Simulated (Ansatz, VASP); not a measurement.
P in VASP and in Ansatz

Contents of INCAR:

```
SYSTEM = P
PREC = Accurate ; ENCUT = 520
EDIFF = 1E-7 ; ISMEAR = -1
SIGMA = 0.1 ; LREAL = .FALSE.
LASPH = .TRUE. ; NELM = 80
ALGO = Normal ; ISIF = 2
LWAVE = .FALSE. ; LCHARG = .TRUE.
GGA = PE ; LELF = .TRUE.
LVHAR = .TRUE. ; NBANDS = 8
```

File KPOINTS:

```
Automatic mesh
0
G
  16 16 16
  0 0 0
```

The input POSCAR:

```
P
1.0
   -1.4845750877      1.4845750877      1.4845750877
    1.4845750877     -1.4845750877      1.4845750877
    1.4845750877      1.4845750877     -1.4845750877
P
1
Direct
    0.0000000000      0.0000000000      0.0000000000
```

Input for Ansatz:

```yaml
crystal:
  lattice:
    - [-1.4845750877, 1.4845750877, 1.4845750877]
    - [1.4845750877, -1.4845750877, 1.4845750877]
    - [1.4845750877, 1.4845750877, -1.4845750877]
  atoms:
    - { symbol: P, position: [0.0, 0.0, 0.0] }
hamiltonian:
  xc: pbe
  pseudopotentials:
    kind: paw
    azcp:
      P: "pseudopotentials/P.paw.azcp"
basis:
  ecutwfc: 420
  fft_grid_basis: typed
kpoints:
  mp_grid: { grid: [16, 16, 16], shift: [0, 0, 0] }
magnetization:
  spin_polarized: false
scf:
  occupations: { method: fermi_dirac, width: 0.1 }
  lower_state_search: "off"
output:
  stress: true
  write_density: true
  write_potential: true
  elf: true
  volumetric_format: npy
```

Alike in both runs: task single point; functional PBE; k mesh 16 × 16 × 16; occupations fermi-dirac, width 0.1 eV; no spin polarisation.

|  | VASP | Ansatz |
| --- | --- | --- |
| version | VASP 6.6.1 | Ansatz 0.2.0 |
| potentials or method | VASP PAW PBE potentials, release 64 (P) | plane waves (420 eV) with PAW, scalar-relativistic |
| plane-wave cutoff (eV) | 520 | 420 |
| valence electrons in the cell | 5 | 5 |

Ansatz gave:

* pressure (GPa): 9.4

Question: What did VASP give for the same quantities?

Answer: Pressure (GPa): 9.1.

With one functional, cell and mesh, what is left measures potentials, basis and numerics.
